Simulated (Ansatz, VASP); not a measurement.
LiF in VASP and in Ansatz

File INCAR:

```
  ALGO = Normal
  EDIFF = 1E-7
  ENCUT = 520
  GGA = PS
  ISIF = 2
  ISMEAR = 1
  LASPH = True
  LCHARG = False
  LREAL = False
  LWAVE = False
  NBANDS = 12
  NELM = 100
  PREC = Accurate
  SIGMA = 0.001
```

File KPOINTS:

```
k-points
0
Gamma
  8 8 8
```

POSCAR

```
LiF
1.0
    2.5162584438      0.0000000000      0.0000000000
    0.0000000000      2.5162584438      0.0000000000
    0.0000000000      0.0000000000      2.5162584438
Li F
1 1
Direct
    0.0000000000      0.0000000000      0.0000000000
    0.5000000000      0.5000000000      0.5000000000
```

Input for Ansatz:

```yaml
crystal:
  lattice:
    - [2.5162584438, 0.0, 0.0]
    - [0.0, 2.5162584438, 0.0]
    - [0.0, 0.0, 2.5162584438]
  atoms:
    - { symbol: Li, position: [0.0, 0.0, 0.0] }
    - { symbol: F, position: [0.5, 0.5, 0.5] }
kpoints:
  mp_grid: { grid: [8, 8, 8] }
hamiltonian:
  xc: pbesol
scf:
  occupations: { method: cold, width: 0.001 }
  n_extra_bands: 4
output:
  forces: true
  stress: true
  eigenvalues: true
```

Alike in both runs: task single point; functional PBEsol; k mesh 8 × 8 × 8; no spin polarisation.

|  | VASP | Ansatz |
| --- | --- | --- |
| version | VASP 6.6.1 | Ansatz 0.2.0 |
| potentials or method | VASP PAW PBE potentials, release 64 (Li_sv, F) | plane waves |
| plane-wave cutoff (eV) | 520 | 420 |
| occupations | methfessel-paxton of order 1, width 0.001 eV | cold, width 0.001 eV |
| valence electrons in the cell | 10 | 10 |

|  | VASP | Ansatz | Ansatz less VASP |
| --- | --- | --- | --- |
| gap on the k mesh at the Fermi level (eV) | 7.81 | 7.80 | -0.014 |

 A k mesh can miss the band edges. Expect the measured gap to be larger: semilocal functionals such as PBEsol lack the derivative discontinuity.
